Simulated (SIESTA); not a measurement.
Crystal: MgS (Niningerite).

```
S Mg
1.0
     0.00000    2.60165    2.60165
     2.60165    0.00000    2.60165
     2.60165    2.60165    0.00000
S Mg
1 1
Direct
  0.50000 0.50000 0.50000
  0.00000 0.00000 0.00000
```

- Program: SIESTA 5.4.2
- Task: single point
- Functional: PBE
- Potentials or basis: PseudoDojo 0.4 standard (PBE files)
- Basis: DZP (energy shift 0.002 Ry)
- Grid cutoff: 800 Ry
- Energy shift: 0.002 Ry
- k mesh: 9 × 9 × 9
- Occupations: fermi-dirac, width 0.05 eV
- Spin: no spin polarisation

On this cell: pressure 3.5 GPa; largest force zero by symmetry; band gap on the k mesh 2.80 eV, indirect (least direct gap 3.78 eV).

The same run follows on a disturbed copy (atoms moved at random, drawn with an rms of 0.05 Å):

```xyz
2
Lattice="0.0000 2.6016 2.6016 2.6016 0.0000 2.6016 2.6016 2.6016 0.0000" Properties=species:S:1:pos:R:3 pbc="T T T"
S     2.6362    2.6247    2.6092
Mg   -0.0517    0.0080    0.0170
```

Task: What changes?

Result: The energy moves by +7.5 meV/atom; pressure 3.8 GPa; largest force 0.337 eV/Å; band gap on the k mesh 2.80 eV, indirect (least direct gap 3.77 eV).

Forces in eV/Å, atoms in the order of the input:
```
S   -0.331 -0.053  0.034
Mg   0.331  0.054 -0.027
```

Stress tensor (GPa, compression positive):
```
 4.52 -0.02  0.02
-0.02  3.51  0.01
 0.02  0.01  3.48
```

Caveats: semicore shells carry a single zeta, which can move pressures by several GPa and volumes by a few percent; an odd mesh through Γ misses points on the zone boundary, where band edges often lie; the basis of atomic orbitals isn't converged, which shifts pressures, moduli and gaps.
